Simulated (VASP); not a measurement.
Set up this calculation in VASP 6.6.1, as the native input.

- Task: relaxation of cell and atoms
- Functional: LDA
- Potentials or basis: VASP PAW LDA potentials, release 64 (Mg, S)
- Cutoff: 600 eV
- k mesh: 8 × 8 × 8
- Occupations: gaussian, width 0.02 eV
- Spin: no spin polarisation
- Dipole correction: no
- Further INCAR settings: ALGO = Normal; EDIFF = 1e-06; IBRION = 2; EDIFFG = -0.002; NSW = 100; ISIF = 3

The structure of MgS lies in POSCAR:

```
MgS
1.0
    0.0000000000      2.8331200500      2.8331200500
    2.8331200500      0.0000000000      2.8331200500
    2.8331200500      2.8331200500      0.0000000000
Mg S
1 1
Direct
    0.0000000000      0.0000000000      0.0000000000
    0.2500000000      0.2500000000      0.2500000000
```

The cell comes from a database or a generator and needn't be the stable form of this composition.

These files were run (other wordings do the same):

INCAR

```
  PREC = Accurate
  ENCUT = 600
  EDIFF = 1E-6
  ISMEAR = 0
  SIGMA = 0.02
  LREAL = False
  LASPH = True
  NELM = 100
  ALGO = Normal
  ISIF = 3
  LWAVE = False
  LCHARG = False
  GGA = CA
  IBRION = 2
  NSW = 100
  EDIFFG = -0.002
```

KPOINTS

```
Automatic mesh
0
Gamma
  8 8 8
```

Potentials or basis: VASP PAW LDA potentials, release 64 (Mg, S).

Command:

```bash
$ cat potpaw_LDA.64/Mg/POTCAR potpaw_LDA.64/S/POTCAR > POTCAR
$ mpirun -np 1 vasp_std > vasp.out
```

It gave:

The relaxed volume is 21.77 Å³/atom and the relaxed cell is a = 3.949 Å, b = 3.949 Å, c = 3.949 Å, α = 60.00°, β = 60.00°, γ = 60.00°. The space group after relaxing (to 0.05 Å) is F-43m (No. 216) and the energy gained by relaxing is 7.9 meV/atom. The ionic steps are 3 and the pressure after relaxing is 0.0 GPa. The band gap on the k mesh is 3.40 eV, direct.

Run time: 8.5 s on 1 thread of Intel(R) Xeon(R) 6975P-C (Granite Rapids), on a shared host, peak memory 0.16 GiB.
